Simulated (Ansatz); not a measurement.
# Au (Fm-3m) in Ansatz: notebook

One crystal, Au, is run at these levels: PBE+D4; tasks: single point, equation of state.

Program: Ansatz 0.2.0. These are calculated values, not measurements. Logs are shortened: lines on timing, memory, paths and dates and some standing lists are left out, and cuts for length are marked.

**The experiment to reproduce.**

From “Exploring toroidal anvil profiles for larger sample volumes above 4 Mbar”, 2024, pmc:11102561, for a bulk crystal of Au: bulk modulus 167 GPa.

How close the calculation comes is told below.

## Step 1: The crystal as given

Symmetry: Fm-3m, No. 225, cubic system. The conventional cell has a = 4.070 Å, b = 4.070 Å, c = 4.070 Å, α = 90.00°, β = 90.00°, γ = 90.00°. Au (site symmetry m-3m) is surrounded by 12 Au at 2.88 Å.

## Step 2: Single point, PBE+D4, 15.84 Å³/atom (volume scaled by 0.94)

The input, input.yaml:

```yaml
crystal:
  lattice:
    - [0.0, 1.9934577312, 1.9934577312]
    - [1.9934577312, 0.0, 1.9934577312]
    - [1.9934577312, 1.9934577312, 0.0]
  atoms:
    - { symbol: Au, position: [0.0, 0.0, 0.0] }
hamiltonian:
  xc: pbe
  pseudopotentials: { kind: paw }
  dispersion: d4
kpoints:
  mp_grid: { grid: [11, 11, 11] }
scf:
  occupations: { method: fermi_dirac, width: 0.05 }
output:
  forces: true
  stress: true
  eigenvalues: true
  write_density: true
  write_potential: true
  elf: true
  volumetric_format: npy
```

Potentials or basis: Ansatz PAW.

On the command line:

```console
ansatz run input.yaml --threads 2 --pin off --max-ram 5120MiB --backend cpu --events-out ev --progress --plain --runs-dir out
```

The log of the run:

```text
Warning: RAYON_NUM_THREADS=2 ignored (pool sized by the plan → 2); use --threads N
Engine: ansatz 0.2.0, x86_64-unknown-linux-gnu
Pseudopotentials: kind: paw
Pseudopotential: Au, paw, valence charge 19, recommended cutoff 420 eV (normal), Au.paw.azcp
Functional definition: PBE
  parameter kappa = 0.804
  parameter beta = 0.06672455060314922
  exchange = pbe_x(kappa = kappa, mu = beta*pi^2/3)
  correlation = pbe_c(beta = beta)
Crystal: 1 atoms, lattice volume = 15.843 Å³
Basis set: ecut = 420 eV, 331 PW (Γ), exchange–correlation on 40×40×40 points (8 copies of the dense FFT grid, shifted against one another)
Bands: 14, of which v1, the nominal top of the filled ones, is band 10 counted from 1 (9 counted from 0)
Symmetry: 48 space group operations
Space group: Fm-3m (ITA 225), of the structure as read, at distance tolerance 2.5e-5 Å
k-points: 56 of 1331
Non-local potential: Au, projectors of the file, l = 0: 3, l = 1: 2, l = 2: 2, l = 3: 1
PAW form: soft (Blöchl's): semilocal exchange-correlation on the pseudo side does not see the compensation charge
PAW one-centre angular grid: Au, 590 points (default); XC on 64 Gauss nodes
Initial density: superposition of atomic densities (neutral atoms: chi_scale 0, normalization atom), corrected by the library's trained network
Initial wavefunctions: pseudopotential atomic-orbital guess
Functional: x = pbe(κ = 0.804, μ = 0.2195149727645171), c = pbe(β = 0.06672455060314922)
SCF iter   1: F=—  HF=-13149.915652 eV  |F-HF|=—  |Δ(HF+E_count)|=         —  Δρ=1.72e-3  dr2=1.06e-4  ethr=1.77e-3  ⟨swp⟩=4.7  Hψ=3997  notcnv=0
preconditioner: auto → none  [insulator: Δε(μ)=0.139 eV  Ē_g=16.843 eV  σ=0.050 eV  W_gap=0.60  n_scr=8 (ndim 8)  ℏωp=30.9 eV  f_vac=0.000  D(μ)=0.28/eV (n_scr^D=0)  ε∞_Penn≈4.4]
SCF iter   2: F=—  HF=-13149.916019 eV  |F-HF|=—  |Δ(HF+E_count)|=   3.68e-4  Δρ=8.82e-4  dr2=2.50e-5  ethr=5.59e-7  ⟨swp⟩=2.7  Hψ=1758  notcnv=0
SCF iter   3: F=—  HF=-13149.916109 eV  |F-HF|=—  |Δ(HF+E_count)|=   8.93e-5  Δρ=2.39e-4  dr2=7.70e-6  ethr=1.32e-7  ⟨swp⟩=2.0  Hψ=1083  notcnv=0
SCF iter   4: F=—  HF=-13149.916107 eV  |F-HF|=—  |Δ(HF+E_count)|=   1.35e-6  Δρ=3.44e-5  dr2=1.00e-7  ethr=4.05e-8  ⟨swp⟩=2.1  Hψ=1059  notcnv=0
iter 5 did not close the SCF: its close was put off for the readings that it lacked (scf_convergence_deferred on its scf_iter line)
SCF iter   5: F=-13149.916107 eV  HF=-13149.916107 eV  |F-HF|=1.58e-9  |Δ(HF+E_count)|=   4.43e-8  Δρ=6.36e-6  dr2=4.29e-9  ethr=5.27e-10  ⟨swp⟩=2.0  Hψ=1251  notcnv=0
SCF iter   6: F=-13149.916107 eV  HF=-13149.916107 eV  |F-HF|=1.86e-10  |Δ(HF+E_count)|=  2.80e-10  Δρ=1.43e-6  dr2=3.13e-10  ethr=2.26e-11  ⟨swp⟩=4.9  Hψ=3827  notcnv=0
SCF 1 converged in 6 iterations: F = -13149.916107 eV  dr2 = 3.13e-10
SCF converged after 6 iterations
Free energy (F): -13149.916107 eV
Harris-Foulkes:  -13149.916107 eV  (|F-HF|=1.86e-10)
Internal energy: -13149.913786 eV  (E = F + TS)
E sigma→0 (E₀):  -13149.914947 eV
Entropy (-TS):   -0.002322 eV (-2.322 meV/atom)
Fermi energy:    22.727532 eV
--- Per-component energies (eV) ---
  E_band       = -172.935787
  E_kinetic    = 607.106307
  E_local      = -1595.296587  (includes V_loc(G=0)·N_el)
  E_nonlocal   = 74.125031
  E_hartree    = 689.671773
  E_xc         = -229.103263
  E_vxc        = -276.755079  (∫ρ·V_xc dr)
  E_paw        = -9706.745654  (= ΣΔE_a)
  E_vpaw       = -361.461327  (= ΣTr[D̂ρ^β])
  E_aug_tail   = 0.001437  (compensation charges beyond the density's cutoff)
  E_ewald      = -2988.947276
  E_disp       = -0.725553  (pairwise vdW)
  E_smearing   = -0.002322  (= −TS)
  E_closure    = 0.000000  (closes the sum)
  Σ components = -13149.916107   (vs F -13149.916107, Δ=0.00e0)
--- Forces (eV/Å), atoms counted from 1 ---
  atom   1  Au     0.00000000     0.00000000    -0.00000000
  max |Σ_I F_I| component: 5.34e-32 eV/Å
--- Stress (GPa, compression-positive) ---
       18.704555       0.000000       0.000000
       -0.000000      18.704555      -0.000000
       -0.000000      -0.000000      18.704555
  P = ⅓ Tr σ = 18.7046 GPa (187.046 kbar)
--- Band table (eV; the first three rows and the last of 56) ---
  k-point 0: bands = ["-82.9725", "-34.2996", "-34.2996", "-34.2996", "12.0806", "17.6381", "17.6381", "17.6381", "19.3646", "19.3646", "37.0888", "41.4980", "41.4980", "41.4980"]
  k-point 1: bands = ["-82.9711", "-34.3231", "-34.3031", "-34.3031", "12.3874", "17.5337", "17.7448", "17.7448", "19.3169", "19.3169", "37.4707", "39.8985", "41.8988", "41.8988"]
  k-point 2: bands = ["-82.9674", "-34.3862", "-34.3125", "-34.3125", "13.2240", "17.3617", "17.9373", "17.9373", "19.3168", "19.3168", "36.8692", "38.3680", "42.9352", "42.9352"]
  k-point 55: bands = ["-82.9494", "-34.5044", "-34.4886", "-34.4072", "16.1675", "16.7731", "17.4180", "19.2190", "20.9888", "27.3070", "28.9334", "30.0135", "33.2984", "44.4599"]
```

Wall time 0.4 s (2 threads of INTEL XEON PLATINUM 8581C at 2.30GHz (Emerald Rapids), shared host); peak memory 0.34 GiB.

What came out:

```
Free energy            : -13149.9161 eV
Pressure               : 18.7 GPa
Band gap on the k mesh : none (metal or under the smearing width)
```

Caveat: pairwise dispersion overbinds metals, which lowers pressure and volume.

## Step 3: Single point, PBE+D4, 16.18 Å³/atom (volume scaled by 0.96)

input.yaml: that of step 2 with these lines changed.

```diff
@@ -2,5 +2,5 @@
   lattice:
-    - [0.0, 1.9934577312, 1.9934577312]
-    - [1.9934577312, 0.0, 1.9934577312]
-    - [1.9934577312, 1.9934577312, 0.0]
+    - [0.0, 2.0074966285, 2.0074966285]
+    - [2.0074966285, 0.0, 2.0074966285]
+    - [2.0074966285, 2.0074966285, 0.0]
   atoms:
```

Potentials or basis: Ansatz PAW.

On the command line:

```console
ansatz run input.yaml --threads 2 --pin off --max-ram 5120MiB --backend cpu --events-out ev --progress --plain --runs-dir out
```

It took 0.41 s on 2 threads of INTEL XEON PLATINUM 8581C at 2.30GHz (Emerald Rapids), shared host; peak memory 0.33 GiB.

It converged, with:

```yaml
Free_energy: -13149.9498 eV
Pressure: 13.4 GPa
Band_gap_on_the_k_mesh: none (metal or under the smearing width)
```

Caveat: pairwise dispersion overbinds metals, which lowers pressure and volume.

## Step 4: Single point, PBE+D4, 16.52 Å³/atom (volume scaled by 0.98)

input.yaml: that of step 3 with these lines changed.

```diff
@@ -2,5 +2,5 @@
   lattice:
-    - [0.0, 2.0074966285, 2.0074966285]
-    - [2.0074966285, 0.0, 2.0074966285]
-    - [2.0074966285, 2.0074966285, 0.0]
+    - [0.0, 2.0213418704, 2.0213418704]
+    - [2.0213418704, 0.0, 2.0213418704]
+    - [2.0213418704, 2.0213418704, 0.0]
   atoms:
```

On the command line:

```console
ansatz run input.yaml --threads 2 --pin off --max-ram 5120MiB --backend cpu --events-out ev --progress --plain --runs-dir out
```

Run time: 0.38 s. Hardware: 2 threads of INTEL XEON PLATINUM 8581C at 2.30GHz (Emerald Rapids), shared host; peak memory 0.33 GiB.

Results (log left out):

* Free energy: -13149.9731 eV
* Pressure: 8.8 GPa
* Band gap on the k mesh: none (metal or under the smearing width)

Caveat: pairwise dispersion overbinds metals, which lowers pressure and volume.

## Step 5: Single point, PBE+D4, 16.85 Å³/atom

The input, input.yaml:

```yaml
crystal:
  lattice:
    - [0.0, 2.035, 2.035]
    - [2.035, 0.0, 2.035]
    - [2.035, 2.035, 0.0]
  atoms:
    - { symbol: Au, position: [0.0, 0.0, 0.0] }
hamiltonian:
  xc: pbe
  pseudopotentials: { kind: paw }
  dispersion: d4
kpoints:
  mp_grid: { grid: [11, 11, 11] }
scf:
  occupations: { method: fermi_dirac, width: 0.05 }
output:
  forces: true
  stress: true
  eigenvalues: true
```

On the command line:

```console
ansatz run input.yaml --threads 2 --pin off --max-ram 5120MiB --backend cpu --events-out ev --progress --plain --runs-dir out
```

It took 0.31 s on 2 threads of INTEL XEON PLATINUM 8581C at 2.30GHz (Emerald Rapids), shared host; peak memory 0.3 GiB.

The run converged. Its results:

```
Free energy            : -13149.9874 eV
Pressure               : 4.8 GPa
Band gap on the k mesh : none (metal or under the smearing width)
```

Caveat: pairwise dispersion overbinds metals, which lowers pressure and volume.

## Step 6: Single point, PBE+D4, 17.19 Å³/atom (volume scaled by 1.02)

input.yaml: that of step 5 with these lines changed.

```diff
@@ -2,5 +2,5 @@
   lattice:
-    - [0.0, 2.035, 2.035]
-    - [2.035, 0.0, 2.035]
-    - [2.035, 2.035, 0.0]
+    - [0.0, 2.048477214, 2.048477214]
+    - [2.048477214, 0.0, 2.048477214]
+    - [2.048477214, 2.048477214, 0.0]
   atoms:
```

Potentials or basis: Ansatz PAW.

On the command line:

```console
ansatz run input.yaml --threads 2 --pin off --max-ram 5120MiB --backend cpu --events-out ev --progress --plain --runs-dir out
```

It took 0.33 s on 2 threads of INTEL XEON PLATINUM 8581C at 2.30GHz (Emerald Rapids), shared host; peak memory 0.33 GiB.

The run converged. Its results:

- Free energy: -13149.9936 eV
- Pressure: 1.2 GPa
- Band gap on the k mesh: none (metal or under the smearing width)

Caveat: pairwise dispersion overbinds metals, which lowers pressure and volume.

## Step 7: Single point, PBE+D4, 17.53 Å³/atom (volume scaled by 1.04)

input.yaml: that of step 6 with these lines changed.

```diff
@@ -2,5 +2,5 @@
   lattice:
-    - [0.0, 2.048477214, 2.048477214]
-    - [2.048477214, 0.0, 2.048477214]
-    - [2.048477214, 2.048477214, 0.0]
+    - [0.0, 2.0617793868, 2.0617793868]
+    - [2.0617793868, 0.0, 2.0617793868]
+    - [2.0617793868, 2.0617793868, 0.0]
   atoms:
```

On the command line:

```console
ansatz run input.yaml --threads 2 --pin off --max-ram 5120MiB --backend cpu --events-out ev --progress --plain --runs-dir out
```

It took 0.34 s on 2 threads of INTEL XEON PLATINUM 8581C at 2.30GHz (Emerald Rapids), shared host; peak memory 0.33 GiB.

The run converged. Its results:

* Free energy: -13149.9927 eV
* Pressure: -1.9 GPa
* Band gap on the k mesh: none (metal or under the smearing width)

Caveat: pairwise dispersion overbinds metals, which lowers pressure and volume.

## Step 8: Single point, PBE+D4, 17.87 Å³/atom (volume scaled by 1.06)

input.yaml: that of step 7 with these lines changed.

```diff
@@ -2,5 +2,5 @@
   lattice:
-    - [0.0, 2.0617793868, 2.0617793868]
-    - [2.0617793868, 0.0, 2.0617793868]
-    - [2.0617793868, 2.0617793868, 0.0]
+    - [0.0, 2.0749120936, 2.0749120936]
+    - [2.0749120936, 0.0, 2.0749120936]
+    - [2.0749120936, 2.0749120936, 0.0]
   atoms:
```

On the command line:

```console
ansatz run input.yaml --threads 2 --pin off --max-ram 5120MiB --backend cpu --events-out ev --progress --plain --runs-dir out
```

Wall time 0.34 s (2 threads of INTEL XEON PLATINUM 8581C at 2.30GHz (Emerald Rapids), shared host); peak memory 0.33 GiB.

The run converged. Its results:

```
Free energy            : -13149.9857 eV
Pressure               : -4.7 GPa
Band gap on the k mesh : none (metal or under the smearing width)
```

Caveat: pairwise dispersion overbinds metals, which lowers pressure and volume.

## Step 9: Equation of state, PBE+D4

Potentials or basis: Ansatz PAW.

No new run: the results of the series are fitted here.

What came out:

- Equilibrium volume: 17.32 Å³/atom
- Bulk modulus: 163 GPa
- Pressure derivative of the bulk modulus: 5.7

Energy against volume, from the lowest point:
```
volume (Å³/atom)  energy (meV/atom)
          15.843              77.45
          16.181              43.74
          16.518              20.41
          16.855               6.20
          17.192               0.00
          17.529               0.82
          17.866               7.81
```

## Step 10: Comparison with measurements

Step 9. Measured bulk modulus of Au: 167 GPa (quoted in “Exploring toroidal anvil profiles for larger sample volumes above 4 Mbar”, 2024, pmc:11102561). This calculation gives 163 GPa (-2.2 %). The fit is for a static lattice scaled at fixed shape and fixed fractional positions.
